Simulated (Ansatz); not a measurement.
The system is TiO2.

```
Ti O
1.0
    -4.35076    4.35076    1.88756
     4.35076   -4.35076    1.88756
     4.35076    4.35076   -1.88756
Ti O
4 8
Direct
  0.29228 0.99714 0.28943
  0.00286 0.29228 0.29514
  0.99714 0.70772 0.70486
  0.70772 0.00286 0.71057
  0.49886 0.84922 0.34808
  0.16166 0.15960 0.32126
  0.15078 0.49886 0.64965
  0.15960 0.83834 0.99794
  0.84040 0.16166 0.00206
  0.84922 0.50114 0.35035
  0.83834 0.84040 0.67874
  0.50114 0.15078 0.65192
```

Measurements of this composition are mostly on another form, of space group No. 141.

* Program: Ansatz 0.2.0
* Task: relaxation of cell and atoms
* Functional: BLYP
* Potentials or basis: Ansatz PAW
* Cutoff: 420 eV (not typed: the program's choice for these potentials)
* k mesh: 8 × 8 × 8
* Occupations: fermi-dirac, width 0.05 eV
* Spin: no spin polarisation

At the start: volume 11.91 Å³/atom.

Problem. Where does the relaxation end?

Solution. It ends after 14 steps and the volume is 12.56 Å³/atom (+5.4 %); space group I4/m (No. 87, to 0.05 Å).

The path:
```
step  energy change (eV)  largest force (eV/Å)  volume (Å³)
   1              0.0000                0.2450       142.92
   2             -0.1239                0.0992       147.52
   3             -0.1301                0.0634       148.92
   4             -0.1399                0.0702       149.12
   5             -0.1430                0.2247       150.02
   6             -0.1482                0.0276       149.80
   7             -0.1482                0.0045       149.84
   8             -0.1958                0.0034       149.84
   9             -0.1930                0.0387       150.78
  10             -0.1943                0.0047       150.65
  11             -0.1944                0.0008       150.63
  12             -0.1984                0.0009       150.63
  13             -0.1981                0.0013       150.70
  14             -0.1984                0.0013       150.70
```

Final structure:
```cif
data_structure
_symmetry_space_group_name_H-M 'P 1'
_symmetry_Int_Tables_number 1
_cell_length_a 6.6158
_cell_length_b 6.6158
_cell_length_c 6.6158
_cell_angle_alpha 94.588
_cell_angle_beta 94.588
_cell_angle_gamma 147.141
_cell_volume 150.70
loop_
_atom_site_label
_atom_site_type_symbol
_atom_site_fract_x
_atom_site_fract_y
_atom_site_fract_z
_atom_site_occupancy
Ti1 Ti 0.28651 0.98706 0.27357 1
Ti2 Ti 0.01294 0.28651 0.29946 1
Ti3 Ti 0.98706 0.71349 0.70054 1
Ti4 Ti 0.71349 0.01294 0.72643 1
O1 O 0.48569 0.84620 0.33189 1
O2 O 0.15882 0.15464 0.31346 1
O3 O 0.15380 0.48569 0.63950 1
O4 O 0.15464 0.84118 0.99583 1
O5 O 0.84536 0.15882 0.00417 1
O6 O 0.84620 0.51431 0.36050 1
O7 O 0.84118 0.84536 0.68654 1
O8 O 0.51431 0.15380 0.66811 1
```

Caveat: the plane-wave basis is chosen anew once the cell has moved, so the energies of steps on either side of that aren't comparable; the pressure holds a Pulay correction of +0.8 GPa for the finite cutoff; the PAW data sets come from PBE, with cores solved anew for the run's functional, which leaves a small shift of forces and pressure.
